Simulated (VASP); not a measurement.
# BaTiO3 (Pm-3m) in VASP: a series of runs

The runs below take BaTiO3 through dielectric tensor, with PBEsol.

Everything below comes from runs of VASP 6.6.1. Logs are shortened: lines on timing, memory, paths and dates and some standing lists are left out, and cuts for length are marked.

### Step 1. The crystal as given

Symmetry: Pm-3m, No. 221, cubic system. Conventional cell: a = 4.006 Å, b = 4.006 Å, c = 4.006 Å, α = 90.00°, β = 90.00°, γ = 90.00°. Ba (site symmetry m-3m) has 12 O at 2.83 Å as nearest neighbours. Around Ti (site symmetry m-3m) lie 6 O at 2.00 Å. Around O (site symmetry 4/mmm) lie 2 Ti at 2.00 Å.

### Step 2. Dielectric tensor, PBEsol

Input file INCAR:

```
  PREC = Accurate
  ENCUT = 280
  EDIFF = 1E-8
  ISMEAR = 0
  SIGMA = 0.01
  LREAL = F
  LASPH = T
  NELM = 100
  ALGO = Normal
  ISIF = 2
  LWAVE = F
  LCHARG = F
  GGA = PS
  LEPSILON = T
```

Input file KPOINTS:

```
Automatic mesh
0
Gamma
  5 5 5
```

Input file POSCAR:

```
BaTiO3
1.0
    4.0060000000      0.0000000000      0.0000000000
    0.0000000000      4.0060000000      0.0000000000
    0.0000000000      0.0000000000      4.0060000000
Ba Ti O
1 1 3
Direct
    0.5000000000      0.5000000000      0.5000000000
    0.0000000000      0.0000000000      0.0000000000
    0.0000000000      0.0000000000      0.5000000000
    0.0000000000      0.5000000000      0.0000000000
    0.5000000000      0.0000000000      0.0000000000
```

Potentials or basis: VASP PAW PBE potentials, release 64 (Ba_sv, Ti_sv, O).

Run with:

```
> cat potpaw_PBE.64/Ba_sv/POTCAR potpaw_PBE.64/Ti_sv/POTCAR potpaw_PBE.64/O/POTCAR > POTCAR
> mpirun -np 1 vasp_std > vasp.out
```

OUTCAR:

```text
PREC = Accurate
   ENCUT = 280
   EDIFF = 1E-8
   ISMEAR = 0
   LREAL = F
   LASPH = T
   NELM = 100
   ISIF = 2
   GGA = PS
   LEPSILON = T

 Found     10 irreducible k-points:

 Following reciprocal coordinates:
            Coordinates               Weight
  0.000000  0.000000  0.000000      1.000000
  0.200000  0.000000  0.000000      6.000000
  0.400000  0.000000  0.000000      6.000000
  0.200000  0.200000  0.000000     12.000000
  0.400000  0.200000  0.000000     24.000000
  0.400000  0.400000  0.000000     12.000000
   k-points           NKPTS =     10   k-points in BZ     NKDIM =     10   number of bands    NBANDS=     24
   number of dos      NEDOS =    301   number of ions     NIONS =      5
   total plane-waves  NPLWV =  13824
   dimension x,y,z NGX =    24 NGY =   24 NGZ =   24
   dimension x,y,z NGXF=    48 NGYF=   48 NGZF=   48
   ions per type =               1   1   3
   NGX,Y,Z   is equivalent  to a cutoff of   9.96,  9.96,  9.96 a.u.
   NGXF,Y,Z  is equivalent  to a cutoff of  19.92, 19.92, 19.92 a.u.
 SYSTEM =  unknown system
   PREC   = accura    normal or accurate (medium, high low for compatibility)
   ISTART =      0    job   : 0-new  1-cont  2-samecut
   ICHARG =      2    charge: 1-file 2-atom 10-const
   ISPIN  =      1    spin polarized calculation?
   LNONCOLLINEAR =      F non collinear calculations
   LSORBIT =      F    spin-orbit coupling
   LASPH  =      T    aspherical Exc in radial PAW
   ENCUT  =  280.0 eV  20.58 Ry    4.54 a.u.   5.47  5.47  5.47*2*pi/ulx,y,z
   NELM   =    100;   NELMIN=  2; NELMDL= -5     # of ELM steps
   EDIFF  = 0.1E-07   stopping-criterion for ELM
   LREAL  =      F    real-space projection
   EDIFFG = 0.1E-06   stopping-criterion for IOM
   NSW    =      0    number of steps for IOM
   IBRION =     -1    ionic relax: 0-MD 1-quasi-New 2-CG
   NFREE  =      0    steps in history (QN), initial steepest desc. (CG)
   ISIF   =      2    stress and relaxation
   ISYM   =      2    0-nonsym 1-usesym 2-fastsym
   POTIM  = 0.5000    time-step for ionic-motion
   TEBEG  =    0.0;   TEEND  =   0.0 temperature during run
   PSTRESS=    0.0 pullay stress
   NELECT =      40.0000    total number of electrons
   NUPDOWN=      -1.0000    fix difference up-down
   EMIN   =  10.00;   EMAX   =-10.00  energy-range for DOS
   EFERMI =   0.00;   METHOD = LEGACY
   ISMEAR =     0;   SIGMA  =   0.01  broadening in eV -4-tet -1-fermi 0-gaus
   EFERMI_NEDOS =   21; number of points for ismear=-14 and -15
   IALGO  =     38    algorithm
   IMIX   =      4    mixing-type and parameters
     AMIX     =   0.40;   BMIX     =  1.00
     AMIX_MAG =   1.60;   BMIX_MAG =  1.00
  volume/ion in A,a.u.               =      12.86        86.77
  Fermi-wavevector in a.u.,A,eV,Ry     =   1.397603  2.641087 26.576187  1.953295
  Thomas-Fermi vector in A             =   2.520843
   LORBIT       =      0    0 simple, 1 ext, 2 COOP (PROOUT), +10 PAW based schemes
   GGA     = PS    functional components
   LHFCALC =     F    Hartree Fock is set to
   AEXX    =    0.0000 exact exchange contribution
   IVDW    =     0    specifies the selected vdW correction
   LEPSILON=     T    determine dielectric tensor
   LRPA    =     F    only Hartree local field effects (RPA)
 non-spin polarized calculation
 Gauss-broadening in eV      SIGMA  =   0.01
  energy-cutoff  :      280.00
  volume of cell :       64.29
 maximum number of plane-waves:       695
 NGX is ok and might be reduce to    24
   NGX = 11   NGY = 11   NGZ = 11

--------------------------------------- Ionic step        1  -------------------------------------------

 number of electron      39.9999976 magnetization

 E-fermi :   3.6282     XC(G=0): -11.5062

 val. band max:        3.5219697051   @ k =   0.4000   0.4000   0.4000
 cond. band min:       5.3346022590   @ k =   0.0000   0.0000   0.0000
 fundamental gap:      1.8126325539
 Fermi energy:         3.6282380215

 k-point     1 :       0.0000    0.0000    0.0000
  band No.  band energies     occupation
      1     -52.7458      2.00000
      2     -29.0842      2.00000
      3     -29.0842      2.00000
      4     -29.0842      2.00000
      5     -21.0773      2.00000
      6     -13.3757      2.00000
[... 16 lines left out ...]
     23       5.3346      0.00000
     24       7.5228      0.00000

 k-point     2 :       0.2000    0.0000    0.0000
  band No.  band energies     occupation
      1     -52.7455      2.00000
      2     -29.1026      2.00000
      3     -29.0834      2.00000
      4     -29.0834      2.00000
      5     -21.0355      2.00000
      6     -13.4122      2.00000
[... 16 lines left out ...]
     23       6.0468      0.00000
     24       7.5252      0.00000

 k-point     3 :       0.4000    0.0000    0.0000
  band No.  band energies     occupation
      1     -52.7450      2.00000
      2     -29.1322      2.00000
      3     -29.0822      2.00000
      4     -29.0822      2.00000
      5     -20.9660      2.00000
      6     -13.5662      2.00000
[... 16 lines left out ...]
     23       6.9674      0.00000
     24       7.5299      0.00000

 k-point     4 :       0.2000    0.2000    0.0000
  band No.  band energies     occupation
      1     -52.7452      2.00000
      2     -29.1021      2.00000
      3     -29.1013      2.00000
      4     -29.0827      2.00000
      5     -20.9987      2.00000
      6     -13.3678      2.00000
[... 16 lines left out ...]
     23       6.3436      0.00000
     24       7.9567      0.00000

 k-point     5 :       0.4000    0.2000    0.0000
  band No.  band energies     occupation
      1     -52.7447      2.00000
      2     -29.1310      2.00000
      3     -29.1002      2.00000
      4     -29.0816      2.00000
      5     -20.9376      2.00000
      6     -13.4011      2.00000
[... 16 lines left out ...]
     23       7.0397      0.00000
     24       8.0685      0.00000

 k-point     6 :       0.4000    0.4000    0.0000
  band No.  band energies     occupation
      1     -52.7441      2.00000
      2     -29.1292      2.00000
      3     -29.1289      2.00000
      4     -29.0806      2.00000
      5     -20.8909      2.00000
      6     -13.1377      2.00000
[... 16 lines left out ...]
     23       7.3761      0.00000
     24       8.3327      0.00000

 [... further k-points ...]

  FORCE on cell =-STRESS in cart. coord.  units (eV):
  Direction    XX          YY          ZZ          XY          YZ          ZX
  --------------------------------------------------------------------------------------
  -------------------------------------------------------------------------------------
  Total      -20.9494175    -20.9494175    -20.9494175     -0.0000000     -0.0000000      0.0000000
  in kB     -522.0951996   -522.0951996   -522.0951996     -0.0000000     -0.0000000      0.0000000
  external PRESSURE =    -522.0951996 kB  Pullay stress =       0.0000000 kB

 VOLUME and BASIS-vectors are now :
 -----------------------------------------------------------------------------
  energy-cutoff  :      280.00
  volume of cell :       64.29
      direct lattice vectors                 reciprocal lattice vectors
     4.006000000  0.000000000  0.000000000     0.249625562  0.000000000  0.000000000
     0.000000000  4.006000000  0.000000000     0.000000000  0.249625562  0.000000000
     0.000000000  0.000000000  4.006000000     0.000000000  0.000000000  0.249625562

 POSITION                                       TOTAL-FORCE (eV/Angst)
 -----------------------------------------------------------------------------------
      2.00300      2.00300      2.00300         0.000000      0.000000      0.000000
      0.00000      0.00000      0.00000         0.000000      0.000000      0.000000
      0.00000      0.00000      2.00300         0.000000      0.000000      0.000000
      0.00000      2.00300      0.00000         0.000000      0.000000      0.000000
      2.00300      0.00000      0.00000         0.000000      0.000000      0.000000
 -----------------------------------------------------------------------------------
    total drift:                                0.000000      0.000000     -0.000000

  FREE ENERGIE OF THE ION-ELECTRON SYSTEM (eV)
  ---------------------------------------------------
  free  energy   TOTEN  =       -42.3204711018 eV

  energy  without entropy=      -42.3204711018  energy(sigma->0) =      -42.32047110

 HEAD OF MICROSCOPIC STATIC DIELECTRIC TENSOR (INDEPENDENT PARTICLE, excluding Hartree and local field effects)
 ------------------------------------------------------
           7.142435    -0.000000     0.000000
           0.000000     7.142435     0.000000
          -0.000000    -0.000000     7.142435
 ------------------------------------------------------

 Free energy of the ion-electron system (eV)
  ---------------------------------------------------
  ---------------------------------------------------
  free energy    TOTEN  =        -1.10984616 eV

  energy without entropy =       -1.10984616

------------------------ aborting loop because EDIFF is reached ----------------------------------------

--------------------------------------- Ionic step        2  -------------------------------------------

------------------------ aborting loop because EDIFF is reached ----------------------------------------

--------------------------------------- Ionic step        3  -------------------------------------------

 Free energy of the ion-electron system (eV)
  ---------------------------------------------------
  ---------------------------------------------------
  free energy    TOTEN  =        -1.10984922 eV

  energy without entropy =       -1.10984922

------------------------ aborting loop because EDIFF is reached ----------------------------------------

 PIEZOELECTRIC TENSOR FIELD DIRECTION 3  (e Angst)
 -----------------------------------------------------------------------------
     0.00893  0.00000  0.00000           ( -0.00003  0.00000  0.00000)
     0.00000  0.00893 -0.00000           (  0.00000 -0.00003  0.00000)
     0.00000  0.00000 -0.01594           (  0.00000  0.00000  0.00034)

 PIEZOELECTRIC TENSOR FIELD DIRECTION 3  (C/m^2)
 -----------------------------------------------------------------------------
     0.00223  0.00000  0.00000
     0.00000  0.00223 -0.00000
     0.00000  0.00000 -0.00397

 MACROSCOPIC STATIC DIELECTRIC TENSOR (including local field effects in DFT)
 ------------------------------------------------------
           6.954879    -0.000000    -0.000000
          -0.000000     6.954879    -0.000000
          -0.000000     0.000000     6.954879
 ------------------------------------------------------

 PIEZOELECTRIC TENSOR (including local field effects)  for field in x, y, z        (e  Angst)
          XX          YY          ZZ          XY          YZ          ZX
  --------------------------------------------------------------------------------
  x     0.00000     0.00000     0.00000     0.00000     0.00000     0.00000
  y     0.00000     0.00000     0.00000     0.00000     0.00000     0.00000
  z     0.00000     0.00000     0.00000     0.00000     0.00000     0.00000

 PIEZOELECTRIC TENSOR (including local field effects)  for field in x, y, z        (C/m^2)
          XX          YY          ZZ          XY          YZ          ZX
  --------------------------------------------------------------------------------
  x     0.00000     0.00000     0.00000     0.00000     0.00000     0.00000
  y     0.00000     0.00000     0.00000     0.00000     0.00000     0.00000
  z     0.00000     0.00000     0.00000     0.00000     0.00000     0.00000

 BORN EFFECTIVE CHARGES (including local field effects) (in |e|, cummulative output)
 ---------------------------------------------------------------------------------
 ion    1
    1     2.70922    -0.00000     0.00000
    2     0.00000     2.70922    -0.00000
    3    -0.00000    -0.00000     2.70922
 ion    2
    1     7.59980     0.00000     0.00000
    2     0.00000     7.59980     0.00000
    3    -0.00000     0.00000     7.59980
 ion    3
    1    -2.13483    -0.00000     0.00000
    2    -0.00000    -2.13483     0.00000
    3     0.00000     0.00000    -6.03935
 ion    4
    1    -2.13483     0.00000    -0.00000
    2     0.00000    -6.03935    -0.00000
    3     0.00000     0.00000    -2.13483
 ion    5
    1    -6.03935     0.00000    -0.00000
    2    -0.00000    -2.13483    -0.00000
    3     0.00000     0.00000    -2.13483
```

Run time: 2 min. Hardware: 1 thread of Intel Xeon 6975P-C (Granite Rapids), shared host; peak memory 0.16 GiB.

The run converged, but a check on its numbers failed (symmetry, net force, bounds or a known fault of this set-up), so they aren't taken as properties of the crystal.

Caveat: the cutoff lies under the usual one of these potentials, so the numbers hold a large basis-set error; the PAW data sets were made with another functional, which shifts forces and pressure a little; spin-orbit coupling is left out, which moves the levels of the heavy elements; an odd mesh through Γ misses points on the zone boundary, where band edges often lie.

### Step 3. Dielectric tensor, PBEsol

Changes to INCAR since step 2:

```diff
@@ -1,3 +1,3 @@
   PREC = Accurate
-  ENCUT = 280
+  ENCUT = 400
   EDIFF = 1E-8
```

KPOINTS is that of step 2.

POSCAR is that of step 2.

Potentials or basis: VASP PAW PBE potentials, release 64 (Ba_sv, Ti_sv, O).

Run with:

```
> cat potpaw_PBE.64/Ba_sv/POTCAR potpaw_PBE.64/Ti_sv/POTCAR potpaw_PBE.64/O/POTCAR > POTCAR
> mpirun -np 1 vasp_std > vasp.out
```

OUTCAR:

```text
PREC = Accurate
   ENCUT = 400
   EDIFF = 1E-8
   ISMEAR = 0
   LREAL = F
   LASPH = T
   NELM = 100
   ISIF = 2
   GGA = PS
   LEPSILON = T

 Found     10 irreducible k-points:

 Following reciprocal coordinates:
            Coordinates               Weight
  0.000000  0.000000  0.000000      1.000000
  0.200000  0.000000  0.000000      6.000000
  0.400000  0.000000  0.000000      6.000000
  0.200000  0.200000  0.000000     12.000000
  0.400000  0.200000  0.000000     24.000000
  0.400000  0.400000  0.000000     12.000000
   k-points           NKPTS =     10   k-points in BZ     NKDIM =     10   number of bands    NBANDS=     24
   number of dos      NEDOS =    301   number of ions     NIONS =      5
   total plane-waves  NPLWV =  21952
   dimension x,y,z NGX =    28 NGY =   28 NGZ =   28
   dimension x,y,z NGXF=    56 NGYF=   56 NGZF=   56
   ions per type =               1   1   3
   NGX,Y,Z   is equivalent  to a cutoff of  11.62, 11.62, 11.62 a.u.
   NGXF,Y,Z  is equivalent  to a cutoff of  23.24, 23.24, 23.24 a.u.
 SYSTEM =  unknown system
   PREC   = accura    normal or accurate (medium, high low for compatibility)
   ISTART =      0    job   : 0-new  1-cont  2-samecut
   ICHARG =      2    charge: 1-file 2-atom 10-const
   ISPIN  =      1    spin polarized calculation?
   LNONCOLLINEAR =      F non collinear calculations
   LSORBIT =      F    spin-orbit coupling
   LASPH  =      T    aspherical Exc in radial PAW
   ENCUT  =  400.0 eV  29.40 Ry    5.42 a.u.   6.53  6.53  6.53*2*pi/ulx,y,z
   NELM   =    100;   NELMIN=  2; NELMDL= -5     # of ELM steps
[... 283 lines left out ...]
     0.00000  0.00857  0.00000           (  0.00000 -0.00003  0.00000)
    -0.00000  0.00000 -0.01537           (  0.00000  0.00000  0.00033)

 PIEZOELECTRIC TENSOR FIELD DIRECTION 3  (C/m^2)
 -----------------------------------------------------------------------------
     0.00213  0.00000  0.00000
     0.00000  0.00213  0.00000
    -0.00000  0.00000 -0.00383

 MACROSCOPIC STATIC DIELECTRIC TENSOR (including local field effects in DFT)
 ------------------------------------------------------
           7.013309     0.000000     0.000000
           0.000000     7.013309    -0.000000
           0.000000    -0.000000     7.013309
 ------------------------------------------------------

 PIEZOELECTRIC TENSOR (including local field effects)  for field in x, y, z        (e  Angst)
          XX          YY          ZZ          XY          YZ          ZX
  --------------------------------------------------------------------------------
  x     0.00000     0.00000     0.00000     0.00000     0.00000     0.00000
  y     0.00000     0.00000     0.00000     0.00000     0.00000     0.00000
  z     0.00000     0.00000     0.00000     0.00000     0.00000     0.00000

 PIEZOELECTRIC TENSOR (including local field effects)  for field in x, y, z        (C/m^2)
          XX          YY          ZZ          XY          YZ          ZX
  --------------------------------------------------------------------------------
  x     0.00000     0.00000     0.00000     0.00000     0.00000     0.00000
  y     0.00000     0.00000     0.00000     0.00000     0.00000     0.00000
  z     0.00000     0.00000     0.00000     0.00000     0.00000     0.00000

 BORN EFFECTIVE CHARGES (including local field effects) (in |e|, cummulative output)
 ---------------------------------------------------------------------------------
 ion    1
    1     2.74702    -0.00000    -0.00000
    2     0.00000     2.74702    -0.00000
    3     0.00000     0.00000     2.74702
 ion    2
    1     7.58290    -0.00000     0.00000
    2    -0.00000     7.58290     0.00000
    3     0.00000     0.00000     7.58290
 ion    3
    1    -2.16263    -0.00000     0.00000
    2     0.00000    -2.16263    -0.00000
    3     0.00000    -0.00000    -6.00466
 ion    4
    1    -2.16263    -0.00000     0.00000
    2    -0.00000    -6.00466    -0.00000
    3     0.00000    -0.00000    -2.16263
 ion    5
    1    -6.00466     0.00000    -0.00000
    2    -0.00000    -2.16263     0.00000
    3    -0.00000     0.00000    -2.16263
```

stdout:

```text
POSCAR found type information on POSCAR BaTiO
 POSCAR found :  3 types and       5 ions
 scaLAPACK will be used
 -----------------------------------------------------------------------------
|                                                                             |
[... 28 lines left out ...]
 dielectric tensor                  component  3 :    -0.483    -0.611     9.629
 Linear response to external field, progress :
  Direction:   1
 dielectric tensor                  component  1 :     7.013    -0.870    -0.628
 Linear response to external field, progress :
  Direction:   2
 dielectric tensor                  component  2 :    -0.870     7.013    -0.628
 Linear response to external field, progress :
  Direction:   3
 dielectric tensor                  component  3 :    -0.543    -0.955     7.013
 Born effective charges drift removed
```

It took 3.4 min on 1 thread of Intel Xeon 6975P-C (Granite Rapids), shared host; peak memory 0.2 GiB.

The run converged, but some of its settings lie outside the range that counts as converged, so its numbers aren't taken as properties of the crystal.

What came out:

* Band gap on the k mesh: 1.81 eV, indirect (least direct gap 1.84 eV)
* Electronic dielectric tensor (diagonal): 7.01
* Born charges (mean of the diagonal): Ba +2.75; Ti +7.58; O -3.44 e

Caveat: the cutoff is under 1.25 times the usual one of these potentials, so pressure, stress and relaxed cells hold a basis-set (Pulay) error; the PAW data sets were made with another functional, which shifts forces and pressure a little; spin-orbit coupling is left out, which moves the levels of the heavy elements; an odd mesh through Γ misses points on the zone boundary, where band edges often lie.

(Part 1 of 3 ends here.)
